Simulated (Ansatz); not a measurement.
# Ag: band structure with PBE

Crystal: Ag.

```
CELL_PARAMETERS angstrom
-1.65565 1.65565 1.65565
1.65565 -1.65565 1.65565
1.65565 1.65565 -1.65565
ATOMIC_POSITIONS crystal
Ag 0.00000 0.00000 0.00000
```

This isn't the form of Ag at room conditions, which is fcc.

```json
{"Program": "Ansatz 0.2.0", "Task": "band structure", "Functional": "PBE", "Potentials or basis": "Ansatz PAW", "Cutoff": "420 eV (not typed: the program's choice for these potentials)", "k mesh": "8 × 8 × 8", "Occupations": "fermi-dirac, width 0.05 eV", "Spin": "spin-orbit coupling, no magnetisation", "Path": "[[\"G\", \"H\", \"N\", \"G\", \"P\", \"H\"], [\"P\", \"N\"]]", "Points for each segment of the path": "14"}
```

The pressure is -0.9 GPa and the band gap on the k mesh is none (metal or under the smearing width).

Levels at the corners of the path, in eV from the Fermi level:
```tsv
point	band 15	band 16	band 17	band 18	band 19	band 20	band 21	band 22
Γ	-4.63	-4.63	-3.58	-3.58	-3.58	-3.58	17.44	17.44
H	-3.06	-3.06	-2.69	-2.69	6.11	6.11	6.77	6.77
N	-3.49	-3.49	-2.69	-2.69	-0.10	-0.10	3.65	3.65
Γ	-4.63	-4.63	-3.58	-3.58	-3.58	-3.58	17.44	17.44
P	-3.47	-3.47	-3.47	-3.47	5.22	5.22	5.78	5.78
H	-3.06	-3.06	-2.69	-2.69	6.11	6.11	6.77	6.77
P	-3.47	-3.47	-3.47	-3.47	5.22	5.22	5.78	5.78
N	-3.49	-3.49	-2.69	-2.69	-0.10	-0.10	3.65	3.65
```

Wall time 2.9 s on 2 threads of Arm Neoverse V2 (shared host), peak memory 0.33 GiB.
